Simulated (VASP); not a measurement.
# C214N (a cell with a defect) in VASP: hyperfine couplings with PBE

Aim: the hyperfine couplings of C214N (a cell with a defect) with PBE.

Everything below comes from runs of VASP 6.6.1. Logs are shortened: lines on timing, memory, paths and dates and some standing lists are left out, and cuts for length are marked.

**1. The structure**

The cell holds a defect, 215 atoms: a = 10.715 Å, b = 10.715 Å, c = 10.715 Å, α = 90.00°, β = 90.00°, γ = 90.00°.

The cell was built by a generator and needn't be a form met in nature.

**2. Hyperfine couplings, PBE, collinear spin, ferromagnetic start**

INCAR reads:

```
  PREC = Accurate
  ENCUT = 420
  EDIFF = 1E-7
  ISMEAR = 0
  SIGMA = 0.01
  LREAL = F
  LASPH = T
  NELM = 80
  ALGO = Normal
  ISIF = 2
  LWAVE = F
  LCHARG = F
  ISPIN = 2
  MAGMOM = 0 0 0 0 0 0 0 0 0 0 0 0 0 0 0 0 0 0 0 0 0 0 0 0 0 0 0 0 0 0 0 0 0 0 0 0 0 0 0 0 0 0 0 0 0 0 0 0 0 0 0 0 0 0 0 0 0 0 0 0 0 0 0 0 0 0 0.66 0 0 0 0 0 0 0 0 0 0 0 0 0 0 0 0 0 0 0 0 0 0 0 0 0 0 0 0 0 0 0 0 0 0 0 0 0 0 0 0 0 0 0 0 0 0 0 0 0 0 0 0 0 0 0 0 0 0 0 0 0 0 0 0 0 0 0 0 0 0 0 0 0 0 0 0 0 0 0 0 0 0 0 0 0 0 0 0 0 0 0 0 0 0 0 0 0 0.66 0 0 0 0 0 0 0 0 0 0 0 0 0 0 0 0 0 0 0 0 0 0 0 0 0 0 0 0 0 0 0 0 0 0.66 0 0 0 0 0 0 0 0 0 0 0 0 0 0 0 0
  LORBIT = 11
  NUPDOWN = 2
  GGA = PE
  LHYPERFINE = T
  NELECT = 862
  ISYM = 0
  NCORE = 4
  LDMATRIX = T
  NGYROMAG = 3.0777 10.7084
  LEFG = T
  QUAD_EFG = 20.44 0
```

KPOINTS reads:

```
regular mesh
0
Gamma
  1 1 1
```

POSCAR reads:

```
C214N                                   
1.0
   10.7146500000      0.0000000000      0.0000000000
    0.0000000000     10.7146500000      0.0000000000
    0.0000000000      0.0000000000     10.7146500000
  N               C             
     1   214
Direct
     0.0912588233124999    0.0912587994981549    0.0912588007985521
     0.0040674887750085    0.1665450411487629    0.1665450301794714
     0.0838204435157066    0.2513050921069585    0.2513050913724622
     0.1665450355117545    0.0040674831222526    0.1665450387114927
     0.2513051009751068    0.0838204274821375    0.2513050891274861
     0.1665450257238691    0.1665450392869612    0.0040675077023616
[... 207 lines left out ...]
     0.8334447114391960    0.8334447086869637    0.6667660005562129
     0.9166223570851217    0.9166223554898540    0.7502557130439921
```

Potentials or basis: VASP PAW PBE potentials, release 64 (N, C).

Started as:

```
$ cat potpaw_PBE.64/N/POTCAR potpaw_PBE.64/C/POTCAR > POTCAR
$ mpirun -np 8 vasp_std > vasp.out
```

OUTCAR:

```text
PREC = Accurate
   ENCUT = 420
   EDIFF = 1E-7
   ISMEAR = 0
   LREAL = F
   LASPH = T
   NELM = 80
   ISIF = 2
   ISPIN = 2
   LORBIT = 11
   NUPDOWN = 2
   GGA = PE
   NELECT = 862
   ISYM = 0

 ion  position               nearest neighbor table
   1  0.091  0.091  0.091-   6 1.47   4 1.47   2 1.47
   2  0.004  0.167  0.167-   1 1.47   3 1.54 151 1.56 149 1.56
   3  0.084  0.251  0.251-  32 1.54   2 1.54  14 1.55  28 1.55
   4  0.167  0.004  0.167-   1 1.47   5 1.54  51 1.56  55 1.56
   5  0.251  0.084  0.251-  80 1.54   4 1.54  14 1.55  74 1.55
   6  0.167  0.167  0.004-   1 1.47   7 1.54  19 1.56  21 1.56
   7  0.251  0.251  0.084-  96 1.54   6 1.54  28 1.55  74 1.55
[... 194 lines left out ...]
 202  0.667  0.833  0.500- 203 1.55 201 1.55 133 1.55 135 1.55
 203  0.750  0.917  0.583- 202 1.55 160 1.55 156 1.55 214 1.55
 204  0.833  0.667  0.500- 205 1.55 201 1.55 179 1.55 183 1.55
 205  0.917  0.750  0.583- 204 1.55  64 1.55  58 1.55 214 1.55
[... 8 lines left out ...]
 214  0.833  0.833  0.667- 215 1.55 209 1.55 205 1.55 203 1.55
 215  0.917  0.917  0.750-  16 1.54 214 1.55  66 1.55 164 1.55

IMPORTANT INFORMATION: All symmetrisations will be switched off!
NOSYMM: (Re-)initialisation of all symmetry stuff for point group C_1.

----------------------------------------------------------------------------------------

                                     Primitive cell

  volume of cell :    1230.0817

  direct lattice vectors                    reciprocal lattice vectors
    10.714650000  0.000000000  0.000000000     0.093330160  0.000000000  0.000000000
     0.000000000 10.714650000  0.000000000     0.000000000  0.093330160  0.000000000
     0.000000000  0.000000000 10.714650000     0.000000000  0.000000000  0.093330160

  length of vectors
    10.714650000 10.714650000 10.714650000     0.093330160  0.093330160  0.093330160

  position of ions in fractional coordinates (direct lattice)
     0.091258823  0.091258799  0.091258801
     0.004067489  0.166545041  0.166545030
     0.083820444  0.251305092  0.251305091
     0.166545036  0.004067483  0.166545039
     0.251305101  0.083820427  0.251305089
     0.166545026  0.166545039  0.004067508
[... 175 lines left out ...]
     0.833390220  0.499870465  0.333204396
     0.916729888  0.583195361  0.416680099
   k-points           NKPTS =      1   k-points in BZ     NKDIM =      1   number of bands    NBANDS=    540
   number of dos      NEDOS =    301   number of ions     NIONS =    215
   total plane-waves  NPLWV = 373248
   dimension x,y,z NGX =    72 NGY =   72 NGZ =   72
   dimension x,y,z NGXF=   144 NGYF=  144 NGZF=  144
   ions per type =               1 214
   NGX,Y,Z   is equivalent  to a cutoff of  11.17, 11.17, 11.17 a.u.
   NGXF,Y,Z  is equivalent  to a cutoff of  22.34, 22.34, 22.34 a.u.
 SYSTEM =  unknown system
   PREC   = accura    normal or accurate (medium, high low for compatibility)
   ISTART =      0    job   : 0-new  1-cont  2-samecut
   ICHARG =      2    charge: 1-file 2-atom 10-const
   ISPIN  =      2    spin polarized calculation?
   LNONCOLLINEAR =      F non collinear calculations
   LSORBIT =      F    spin-orbit coupling
   LASPH  =      T    aspherical Exc in radial PAW
   ENCUT  =  420.0 eV  30.87 Ry    5.56 a.u.  17.90 17.90 17.90*2*pi/ulx,y,z
   NELM   =     80;   NELMIN=  2; NELMDL= -5     # of ELM steps
   EDIFF  = 0.1E-06   stopping-criterion for ELM
   LREAL  =      F    real-space projection
   EDIFFG = 0.1E-05   stopping-criterion for IOM
   NSW    =      0    number of steps for IOM
   IBRION =     -1    ionic relax: 0-MD 1-quasi-New 2-CG
   NFREE  =      0    steps in history (QN), initial steepest desc. (CG)
   ISIF   =      2    stress and relaxation
   ISYM   =      0    0-nonsym 1-usesym 2-fastsym
   POTIM  = 0.5000    time-step for ionic-motion
   TEBEG  =    0.0;   TEEND  =   0.0 temperature during run
   PSTRESS=    0.0 pullay stress
   NELECT =     862.0000    total number of electrons
   NUPDOWN=       2.0000    fix difference up-down
   EMIN   =  10.00;   EMAX   =-10.00  energy-range for DOS
   EFERMI =   0.00;   METHOD = LEGACY
   ISMEAR =     0;   SIGMA  =   0.01  broadening in eV -4-tet -1-fermi 0-gaus
[... 1186 lines left out ...]

  FREE ENERGIE OF THE ION-ELECTRON SYSTEM (eV)
  ---------------------------------------------------
  free  energy   TOTEN  =     -1935.7252504692 eV

  energy  without entropy=    -1935.7252504692  energy(sigma->0) =    -1935.72525047

 Electric field gradients (V/A^2)
---------------------------------------------------------------------
 ion       V_xx      V_yy      V_zz      V_xy      V_xz      V_yz
---------------------------------------------------------------------
   1       0.000    -0.000     0.000   -71.167   -71.167   -71.167
   2       1.664    -0.832    -0.832    -8.228    -8.228     8.346
   3      -0.577     0.289     0.288    -1.964    -1.964    -2.314
   4      -0.832     1.664    -0.832    -8.228     8.346    -8.228
   5       0.289    -0.577     0.289    -1.964    -2.314    -1.964
   6      -0.832    -0.832     1.664     8.346    -8.228    -8.228
[... 207 lines left out ...]
 214       0.002     0.002    -0.004    -1.677    -1.261    -1.261
 215       0.451     0.451    -0.902     2.290     0.743     0.743
---------------------------------------------------------------------

 Electric field gradients after diagonalization (V/A^2)
 (convention: |V_zz| > |V_xx| > |V_yy|)
----------------------------------------------------------------------
 ion       V_xx      V_yy      V_zz     asymmetry (V_yy - V_xx)/ V_zz
----------------------------------------------------------------------
   1      71.167    71.167  -142.334       0.000
   2      -9.178    -7.409    16.587       0.107
   3       2.602     1.569    -4.171       0.248
   4      -9.178    -7.409    16.587       0.107
   5       2.602     1.569    -4.171       0.248
   6      -9.178    -7.409    16.587       0.107
[... 207 lines left out ...]
 214       1.679     1.130    -2.808       0.196
 215      -1.839    -1.184     3.022       0.217
----------------------------------------------------------------------

           NMR quadrupolar parameters

 Cq : quadrupolar parameter    Cq=e*Q*V_zz/h
 eta: asymmetry parameters     (V_yy - V_xx)/ V_zz
 Q  : nuclear electric quadrupole moment in mb (millibarn)
----------------------------------------------------------------------
 ion       Cq(MHz)       eta       Q (mb)
----------------------------------------------------------------------
   1      -7.035       0.000      20.440
   2       0.000       0.107       0.000
   3       0.000       0.248       0.000
   4       0.000       0.107       0.000
   5       0.000       0.248       0.000
   6       0.000       0.107       0.000
[... 207 lines left out ...]
 214       0.000       0.196       0.000
 215       0.000       0.217       0.000
----------------------------------------------------------------------

 Fermi contact (isotropic) hyperfine coupling parameter (MHz)
 -------------------------------------------------------------
  ion      A_pw      A_1PS     A_1AE     A_1c      A_tot
 -------------------------------------------------------------
   1      -0.035    -0.037    -1.991    -0.071    -1.988
   2       0.052     0.053     0.053    -0.109     0.053
   3       0.012     0.012     0.044    -0.023     0.044
   4       0.052     0.053     0.053    -0.109     0.053
   5       0.012     0.012     0.044    -0.023     0.044
   6       0.052     0.053     0.053    -0.109     0.053
[... 207 lines left out ...]
 214      -0.029    -0.029    -0.550     0.031    -0.549
 215       0.510     0.515     4.756    -0.803     4.752
 -------------------------------------------------------------

 Dipolar hyperfine coupling parameters (MHz)
 ---------------------------------------------------------------------
  ion      A_xx      A_yy      A_zz      A_xy      A_xz      A_yz
 ---------------------------------------------------------------------
   1       0.000    -0.000     0.000     0.114     0.114     0.114
   2      -0.352     0.176     0.176     0.023     0.023     0.658
   3      -0.159     0.079     0.079     0.078     0.078     0.197
   4       0.176    -0.352     0.176     0.023     0.658     0.023
   5       0.079    -0.159     0.079     0.078     0.197     0.078
   6       0.176     0.176    -0.352     0.658     0.023     0.023
[... 207 lines left out ...]
 214      -0.103    -0.103     0.207     0.037     0.168     0.168
 215      -0.233    -0.233     0.466    -0.766     0.431     0.431
 ---------------------------------------------------------------------

 Total hyperfine coupling parameters after diagonalization (MHz)
 (convention: |A_zz| > |A_xx| > |A_yy|)
 ----------------------------------------------------------------------
  ion      A_xx      A_yy      A_zz     asymmetry (A_yy - A_xx)/ A_zz
 ----------------------------------------------------------------------
   1      -2.103    -1.759    -2.103      -0.163
   2      -0.429    -0.300     0.888       0.145
   3      -0.141    -0.073     0.346       0.195
   4      -0.429    -0.300     0.888       0.145
   5      -0.141    -0.073     0.346       0.195
   6      -0.429    -0.300     0.888       0.145
[... 207 lines left out ...]
 214      -0.690    -0.205    -0.753      -0.644
 215       5.285     3.533     5.438      -0.322
 ---------------------------------------------------------------------

 Spin-spin contribution to zero-field splitting tensor (MHz)
 ---------------------------------------------------------------
      D_xx      D_yy      D_zz      D_xy      D_xz      D_yz
 ---------------------------------------------------------------
     -0.001    -0.001     0.002  1009.927  1009.927  1009.927
 ---------------------------------------------------------------

 after diagonalization
 ---------------------------------------------
     D_diag          eigenvector (x,y,z)
 ---------------------------------------------
  -1009.926      -0.541    -0.259     0.800
  -1009.928       0.612    -0.774     0.163
   2019.853       0.577     0.577     0.577
---------------------------------------------

 total charge

# of ion       s       p       d       tot
------------------------------------------
    1        1.218   2.660   0.000   3.878
    2        0.826   1.713   0.000   2.538
    3        0.834   1.758   0.000   2.592
    4        0.826   1.713   0.000   2.538
    5        0.834   1.758   0.000   2.592
    6        0.826   1.713   0.000   2.538
[... 207 lines left out ...]
  214        0.831   1.748   0.000   2.579
  215        0.832   1.747   0.000   2.579
--------------------------------------------------
tot        179.094 376.757   0.000 555.851

 magnetization (x)

# of ion       s       p       d       tot
------------------------------------------
    1       -0.001   0.001   0.000  -0.001
    2        0.000   0.001   0.000   0.001
    3        0.000   0.000   0.000   0.000
    4        0.000   0.001   0.000   0.001
    5        0.000   0.000   0.000   0.000
    6        0.000   0.001   0.000   0.001
[... 207 lines left out ...]
  214       -0.000  -0.000   0.000  -0.001
  215        0.001   0.008   0.000   0.009
--------------------------------------------------
tot          0.161   1.093   0.000   1.254
```

Run time: 33 min. Hardware: 8 MPI ranks of Intel Xeon Platinum 8259CL at 2.50GHz (Skylake/Cascade Lake), shared host; peak memory 0.34 GiB.

Results:

- Free energy: -1935.7253 eV
- Largest force: 0.009 eV/Å
- Net moment: 2.00 μB per cell
- Site moments: N -0.00; C +0.00, -0.00, +0.01, -0.01, +0.02, +0.33 μB
- Valence electrons inside the program's atomic spheres: N 3.88; C 2.54, 2.59, 2.58, 2.57

Caveat: the cell carries a net charge on a neutralising background, which shifts energy and pressure; the total moment is fixed, so each spin has its own Fermi level.
